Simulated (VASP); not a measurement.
# Band-edge properties of BP (F-43m), part 8 of 8

Aim: the gap of BP, the masses at its band edges and their response to strain. The start is a cell from a database of measured crystal structures.

VASP 6.6.1, plane waves and PAW; the level of theory is named at each step.

So far. Step 14 (Bands of the strained cell, strain along x -0.5 %): On this path the gap is indirect, 1.11 eV, with the valence top at Γ and the conduction bottom between Γ and Z. The least direct gap is 3.34 eV. Step 18 (Orbitals for bands with HSE06): At this level the gap is 1.31 eV on the k-mesh of the self-consistent run, which can miss the band edges.

## Step 19: Bands with HSE06

This step: HSE06; plane waves and PAW (B, P) (VASP 6.6.1).

A quarter of screened exact exchange corrects much of the semilocal gap error; its cost forces a coarser mesh.

File INCAR:

```
SYSTEM = BP
PREC = Accurate
ENCUT = 420
EDIFF = 1E-06
NELM = 100
ISMEAR = 0
SIGMA = 0.02
LREAL = .FALSE.
ALGO = Normal
LHFCALC = .TRUE.
AEXX = 0.25
GGA = PE
HFSCREEN = 0.2
LASPH = .TRUE.
NBANDS = 10
PRECFOCK = Fast
LORBIT = 11
LWAVE = .FALSE.
LCHARG = .FALSE.
KPAR = 4
ISIF = 2
```

File POSCAR:

```
BP
1.0
    0.0000000000      2.2690000000      2.2690000000
    2.2690000000      0.0000000000      2.2690000000
    2.2690000000      2.2690000000      0.0000000000
B P
1 1
Direct
    0.0000000000      0.0000000000      0.0000000000
    0.2500000000      0.2500000000      0.2500000000
```

File KPOINTS:

```
Automatic mesh
0
Gamma
6 6 6
0 0 0
```

File KPOINTS_OPT:

```
Line mode
8
Line-mode
Reciprocal
  0.00000000   0.00000000   0.00000000 GAMMA
  0.50000000   0.00000000   0.50000000 X

  0.50000000   0.00000000   0.50000000 X
  0.50000000   0.25000000   0.75000000 W

  0.50000000   0.25000000   0.75000000 W
  0.37500000   0.37500000   0.75000000 K

  0.37500000   0.37500000   0.75000000 K
  0.00000000   0.00000000   0.00000000 GAMMA

  0.00000000   0.00000000   0.00000000 GAMMA
  0.50000000   0.50000000   0.50000000 L

  0.50000000   0.50000000   0.50000000 L
  0.62500000   0.25000000   0.62500000 U

  0.62500000   0.25000000   0.62500000 U
  0.50000000   0.25000000   0.75000000 W

  0.50000000   0.25000000   0.75000000 W
  0.50000000   0.50000000   0.50000000 L

  0.50000000   0.50000000   0.50000000 L
  0.37500000   0.37500000   0.75000000 K

  0.62500000   0.25000000   0.62500000 U
  0.50000000   0.00000000   0.50000000 X
```

PAW data sets: B and P (LDA family, release 64).

The run starts from files that an earlier step left in the folder.

The run is started by

```console
$ mpirun -np 4 vasp_std
```

What it wrote:

```text
[banner, memory and clock lines left out]
running    4 mpi-ranks, on    1 nodes
 distrk:  each k-point on    1 cores,    4 groups
 distr:  one band on    1 cores,    1 groups

 POSCAR found type information on POSCAR B P
 POSCAR found :  2 types and       2 ions
 [... a notice as in an earlier step ...]

 LDA part: xc-table for (Slater+PW92), standard interpolation
 found WAVECAR, reading the header
 POSCAR, INCAR and KPOINTS ok, starting setup
 FFT: planning ... GRIDC
 FFT: planning ... GRID_SOFT
 FFT: planning ... GRID
 reading WAVECAR
 the WAVECAR file was read successfully
 initial charge from wavefunction
 entering main loop
       N       E                     dE             d eps       ncg     rms          rms(c)
DAV:   1    -0.149769184400E+02   -0.14977E+02   -0.26422E-01   342   0.349E+00    0.192E+00
DAV:   2    -0.149784848178E+02   -0.15664E-02   -0.43554E-03   388   0.469E-01    0.127E+00
DAV:   3    -0.149781367887E+02    0.34803E-03   -0.23259E-04   376   0.117E-01    0.729E-01
DAV:   4    -0.149780064254E+02    0.13036E-03   -0.46011E-05   360   0.533E-02    0.410E-01
DAV:   5    -0.149779617712E+02    0.44654E-04   -0.13536E-05   356   0.289E-02    0.229E-01
DAV:   6    -0.149779473127E+02    0.14458E-04   -0.42728E-06   398   0.160E-02    0.128E-01
DAV:   7    -0.149779422234E+02    0.50892E-05   -0.14976E-06   236   0.969E-03    0.717E-02
DAV:   8    -0.149779405876E+02    0.16358E-05   -0.57427E-07   176   0.594E-03    0.397E-02
DAV:   9    -0.149779400444E+02    0.54316E-06   -0.19666E-07   172   0.336E-03
   1 F= -.14977940E+02 E0= -.14977940E+02  d E =-.862066E-20
 Start KPOINTS_OPT (optional k-point list driver)
k-point batch [1-16\80]
       N       E                     dE             ncg
DAV:   1     0.382509502249E+03   -0.37410E+04      320
DAV:   2     0.388582983555E+02   -0.34365E+03      406
DAV:   3     0.190321254606E+02   -0.19826E+02      424
DAV:   4     0.188300490407E+02   -0.20208E+00      420
DAV:   5     0.188289371502E+02   -0.11119E-02      438
DAV:   6     0.188289271785E+02   -0.99717E-05      434
DAV:   7     0.188289270500E+02   -0.12852E-06      408
[...]
k-point batch [65-80\80]
       N       E                     dE             ncg
DAV:   1     0.292220264608E+03   -0.47490E+04      320
DAV:   2    -0.369681983292E+02   -0.32919E+03      410
DAV:   3    -0.513489905583E+02   -0.14381E+02      434
DAV:   4    -0.514655216316E+02   -0.11653E+00      432
DAV:   5    -0.514660896042E+02   -0.56797E-03      428
DAV:   6    -0.514660914941E+02   -0.18899E-05      444
DAV:   7    -0.514660915024E+02   -0.83205E-08      410
```

It took 62 s on 4 MPI ranks of Intel Xeon 6975P-C (Granite Rapids), shared host; peak memory 0.92 GiB.

From OUTCAR (step 19):

```text
   k-points           NKPTS =     16   k-points in BZ     NKDIM =    216   number of bands    NBANDS=     10

   NELECT =       8.0000    total number of electrons

  exchange ACFDT corr.  =         0.00000000  see jH, gK, PRB 81, 115126

 E-fermi :   7.2684

 k-point     1 :       0.0000    0.0000    0.0000
  band No.  band energies     occupation
      1      -9.9340      2.00000
      2       7.1460      2.00000
      3       7.1460      2.00000
      4       7.1460      2.00000
      5      11.5001      0.00000
      6      11.5001      0.00000
      7      11.5001      0.00000
      8      15.8459      0.00000
      9      19.7792      0.00000
    ...

  Total       -0.4360806     -0.4360806     -0.4360806     -0.0000000     -0.0000000     -0.0000000
  in kB      -29.9050069    -29.9050069    -29.9050069     -0.0000000     -0.0000000     -0.0000000
  external PRESSURE =     -29.9050069 kB  Pullay stress =       0.0000000 kB

  FREE ENERGIE OF THE ION-ELECTRON SYSTEM (eV)
  ---------------------------------------------------
  free  energy   TOTEN  =       -14.9779400444 eV

  energy  without entropy=      -14.9779400444  energy(sigma->0) =      -14.97794004

[... 8 parts as in an earlier step ...]

[... 9 further parts left out ...]
```

Numbers from this step:

```
SCF cycles                        : 9
free energy (TOTEN)               : -14.98 eV
Fermi energy                      : 7.268 eV
pressure                          : -2.991 GPa
least gap on mesh and path        : 1.975 eV
least direct gap on mesh and path : 4.354 eV
conduction bottom at k            : 0.4286, 0, 0.4286
```

The electronic bands at the labelled points (eV, zero at the valence-band top; v1 is the highest filled band, c1 the lowest empty one):

| point | v3 | v2 | v1 | c1 | c2 | c3 | c4 |
| --- | --- | --- | --- | --- | --- | --- | --- |
| Γ | 0.00 | 0.00 | 0.00 | 4.35 | 4.35 | 4.35 | 8.70 |
| 0.43 of the way | -3.21 | -2.52 | -2.52 | 2.88 | 6.80 | 8.13 | 8.13 |
| X | -9.56 | -4.51 | -4.51 | 2.07 | 2.42 | 13.81 | 13.81 |
| 0.43 of the way | -9.38 | -5.19 | -5.13 | 3.33 | 3.80 | 12.21 | 13.03 |
| W | -9.00 | -6.17 | -5.96 | 6.34 | 7.78 | 8.55 | 8.73 |
| 0.57 of the way | -9.05 | -6.65 | -4.60 | 4.07 | 7.15 | 10.11 | 10.97 |
| K | -9.10 | -6.78 | -3.83 | 2.94 | 7.07 | 11.22 | 12.14 |
| 0.57 of the way | -4.55 | -3.46 | -0.84 | 5.67 | 5.72 | 6.69 | 9.60 |
| Γ | 0.00 | 0.00 | 0.00 | 4.35 | 4.35 | 4.35 | 8.70 |
| 0.57 of the way | -6.24 | -1.39 | -1.39 | 4.92 | 5.89 | 5.89 | 11.30 |
| L | -9.98 | -1.92 | -1.92 | 4.74 | 5.73 | 5.73 | 11.39 |
| 0.43 of the way | -9.61 | -4.04 | -2.60 | 4.40 | 7.26 | 7.30 | 11.54 |
| U | -9.10 | -6.78 | -3.83 | 2.94 | 7.07 | 11.22 | 12.14 |
| 0.43 of the way | -9.05 | -6.65 | -4.60 | 4.07 | 7.15 | 10.11 | 10.97 |
| W | -9.00 | -6.17 | -5.96 | 6.34 | 7.78 | 8.55 | 8.73 |
| 0.43 of the way | -9.19 | -5.46 | -3.77 | 5.24 | 6.45 | 10.40 | 10.89 |
| L | -9.98 | -1.92 | -1.92 | 4.74 | 5.73 | 5.73 | 11.39 |
| 0.43 of the way | -9.61 | -4.04 | -2.60 | 4.40 | 7.26 | 7.30 | 11.54 |
| K | -9.10 | -6.78 | -3.83 | 2.94 | 7.07 | 11.22 | 12.14 |
| jump to U | -9.10 | -6.78 | -3.83 | 2.94 | 7.07 | 11.22 | 12.14 |
| 0.57 of the way | -9.47 | -5.29 | -4.38 | 2.34 | 3.48 | 13.19 | 13.43 |
| X | -9.56 | -4.51 | -4.51 | 2.07 | 2.42 | 13.81 | 13.81 |

Of the projections kept (B, P), the largest for each band there; the rest of the weight can lie on other orbitals:

| point | v3 | v2 | v1 | c1 | c2 | c3 | c4 |
| --- | --- | --- | --- | --- | --- | --- | --- |
| Γ | B 0.54 | B 0.54 | B 0.54 | P 0.65 | P 0.65 | P 0.65 | B 0.55 |
| X | B 0.61 | P 0.55 | P 0.55 | B 0.76 | P 0.62 | B 0.64 | B 0.64 |
| W | B 0.66 | P 0.63 | B 0.50 | B 1.00 | P 1.00 | B 0.67 | P 0.57 |
| K | B 0.62 | P 0.57 | P 0.54 | B 0.59 | B 0.57 | B 0.57 | B 0.54 |
| Γ | B 0.54 | B 0.54 | B 0.54 | P 0.65 | P 0.65 | P 0.65 | B 0.55 |
| L | B 0.51 | P 0.52 | P 0.52 | B 0.53 | P 0.55 | P 0.55 | B 0.84 |

The electronic bands as a text plot (rows in eV, shown from -8.0 to 8.0 only):

```
    7.6 |             +     ++                    ++
    7.0 |   +        + +++  +++             +  +++  + +   +
    6.3 |  +          +                    +      ++ + +      +
    5.6 |            +      ++++     ++++++      +  + ++++
    5.0 | +  ++     +  +       +++  ++++++++         +++++
    4.3 |++         +      +    ++++        +   +         +
    3.6 |  +   +   +    + +                  +             ++  +
    3.0 |   +   +        +                    ++             ++
    2.3 |    +++ ++                                            ++
    1.7 |       +
    1.0 |
    0.3 |*                        *
   -0.3 | *                    *** **
   -1.0 |                     * ** * *
   -1.7 |  *                ** *      ****              *
   -2.3 |   *              *        *     ***         ** **
   -3.0 |   *             *    *           * *       **    **
   -3.7 |    ***         *    *               **             *
   -4.3 |       ***     *     *      *      *   *   **    *   ***
   -5.0 |    **    *   *    **                             *   *
   -5.7 |           ***                          ***
   -6.3 |            ***   ***        *      *  *****       * *
   -7.0 |      *        ***                   **             *
   -7.7 |                  *           *
         Γ       X    W  K        Γ      L     U  W     L   K|U X
```

At this level the gap is 1.98 eV.

The path shows an indirect gap of 1.98 eV (valence top at Γ, conduction bottom between Γ and X). The least direct gap is 4.35 eV.

## Step 20: What came out

```yaml
gap_lda: 1.18 eV
gap_with_spin_orbit_coupling: 1.17 eV
gap_hse06_without_spin_orbit_coupling: 1.98 eV
electron_masses_over_the_table_s_valid_entries_with_spin_orbit_coupling: 0.22 to 1.2 electron masses
hole_masses_over_the_table_s_valid_entries_with_spin_orbit_coupling: 0.26 to 0.31 electron masses
mean_electronic_dielectric_constant: 9.21
```

What this shows: In this F-43m structure the LDA gap is 1.18 eV and indirect; the smallest direct gap is 3.38 eV. Spin-orbit coupling changes the gap by -14 meV on the same mesh. HSE06, on a coarser mesh, gives 1.98 eV, 0.79 eV more. Along x and y spin-orbit coupling splits an edge linearly in k, so no single mass describes it there; the table's values are means over the split pair. For the other bands and directions, the masses of the two step lengths differ by up to 1 %, so those bands are near parabolic there; other directions were not tested. The strain series leaves spin-orbit coupling out, which changes how the degenerate or nearly degenerate top splits under uniaxial strain, so those slopes would differ with it. Stretching all axes by 0.5 % moves the gap by +17 meV. Where a small direct gap sets a mass, a semilocal functional that makes the gap too small makes the mass too light; phonons, excitons and temperature are left out.

[Lines on the potential files, build, host, timing and source positions are cut from VASP's logs without a mark.]

[Logs are printed without paths, hosts, clocks, repeated set-up lines and the standing remarks that a program may print on its own settings, such as how far it seeks lower states.]

[Hosts, paths, dates, database ids (printed as entryN), source tags and the programs' standing remarks are cut or masked in the printed files.]

[In band tables of VASP the shares of atoms and orbitals are scaled to a sum of 1 inside the atoms' spheres.]

[Gaps and slopes under strain along one axis are those of the sampled path and mesh points; where strain splits equal valleys, another of them can be the edge.]
